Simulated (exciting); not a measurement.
BaTiO3, space group P4mm, O K edge of atom 3, with 2 Ti at 2.00 Å (linear, site symmetry 2mm); the tensor is averaged over the atoms equivalent by symmetry. Method: exciting, all-electron LAPW+lo, PBEsol, exchange and screened direct term (singlet BSE), 4×4×3 shifted k points, 41 conduction bands, |G+q| up to 3 bohr⁻¹, full RPA screening with nempty = 65, Lorentzian half width 0.45 eV.

```xyz
5
Lattice="3.9998 0.0000 0.0000 0.0000 3.9998 0.0000 0.0000 0.0000 4.0180" Properties=species:S:1:pos:R:3 pbc="T T T"
Ba    0.0000    0.0000    0.0000
Ti    1.9999    1.9999    1.9688
O     0.0000    1.9999    2.0773
O     1.9999    0.0000    2.0773
O     1.9999    1.9999    0.0763
```

Energy from the Kohn–Sham onset, core level to the lowest empty state found on the meshes used; scaled to the maximum of the polarisation mean:

```csv
E (eV),curve 1,curve 2
-4.0,0.03,0.02
-3.5,0.03,0.03
-3.0,0.04,0.03
-2.5,0.05,0.04
-2.0,0.08,0.06
-1.5,0.13,0.10
-1.0,0.24,0.18
-0.5,0.62,0.45
0.0,1.35,0.82
0.5,0.72,0.47
1.0,0.43,0.34
1.5,0.30,0.37
2.0,0.21,0.67
2.5,0.18,0.90
3.0,0.23,0.57
3.5,0.29,0.48
4.0,0.39,0.53
4.5,0.57,0.60
5.0,0.74,0.62
5.5,0.79,0.59
6.0,0.86,0.56
6.5,0.70,0.50
7.0,0.44,0.39
7.5,0.34,0.34
8.0,0.32,0.31
8.5,0.41,0.30
9.0,0.41,0.28
9.5,0.29,0.21
10.0,0.32,0.22
10.5,0.45,0.26
11.0,0.30,0.29
11.5,0.21,0.30
12.0,0.20,0.38
12.5,0.22,0.66
13.0,0.24,0.62
13.5,0.26,0.68
14.0,0.38,0.47
14.5,0.41,0.40
15.0,0.36,0.38
15.5,0.27,0.28
16.0,0.24,0.25
16.5,0.17,0.17
17.0,0.13,0.14
17.5,0.15,0.15
18.0,0.21,0.17
18.5,0.28,0.19
19.0,0.28,0.16
19.5,0.29,0.16
20.0,0.27,0.18
20.5,0.36,0.22
21.0,0.30,0.18
21.5,0.23,0.16
22.0,0.19,0.17
22.5,0.16,0.15
23.0,0.18,0.11
23.5,0.16,0.10
24.0,0.11,0.09
24.5,0.08,0.09
25.0,0.07,0.09
25.5,0.08,0.09
26.0,0.10,0.07
26.5,0.12,0.09
```

The database entry behind the starting cell differs from later determinations by our own check (c/a about 0.6 % short), so it need not match the best structure at ambient conditions.

Question: The curves are the diagonal elements of Im ε for ε ∥ c and ⊥ c. Which is which?

Curve 1: ε ∥ c, maxima 0.0 eV (1.36), 6.1 eV (0.86) and 8.8 eV (0.46); 4 lower ones aren't listed. Curve 2: ε ⊥ c, maxima -0.1 eV (0.83), 2.3 eV (0.94) and 12.7 eV (0.71); 5 lower ones aren't listed. A K edge probes the empty p states along ε, which follow the bonds' lengths and directions.

[Banner, clock and machine lines of the logs are left out without a mark of their own.]

[Logs are printed without paths, hosts, clocks, repeated set-up lines and the standing remarks that a program may print on its own settings, such as how far it seeks lower states.]

[Hosts, paths, dates, database ids (printed as entryN), source tags and the programs' standing remarks are cut or masked in the printed files.]
